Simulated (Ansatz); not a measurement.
GaSb: modes against the lattice constant

Theory: DFT LDA, scalar-relativistic, plane waves, PAW in Ansatz. Cutoff 420 eV, 12×12×12 k-points (Γ-centred), Fermi-Dirac smearing of 0.15 eV. No spin polarisation. Phonons by linear response, acoustic sum rule imposed.

The cell is fixed (symmetry leaves no force on the atoms) and stands under -2.8 GPa:
Space group Fm-3m (No. 225). a = 5.740 Å, b = 5.740 Å, c = 5.740 Å, α = 90.00°, β = 90.00°, γ = 90.00°
```
atom site symmetry x y z
  Ga    4a m-3m  0.0000  0.0000  0.0000
  Sb    4b m-3m  0.5000  0.0000  0.0000
```

The cell is the ideal cubic rocksalt prototype; this isn't the usual structure of the compound. In a metal, frequencies and elastic constants depend on the k mesh and the smearing, soft modes and shear constants most.

How do the optical zone-centre modes (counted from the lowest optical one, degenerate ones once; i marks imaginary ones) of this metal change over a = 5.388 and 5.740 Å (k meshes 14×14×14, 12×12×12)?

## Answers

```
         a (Å)  5.388  5.740
pressure (GPa)   13.7   -2.8
 mode 1 (cm⁻¹)    177    106
```

Cost: 2 runs of about 2.9 core-minutes in all, on Arm Neoverse N1 (shared hosts).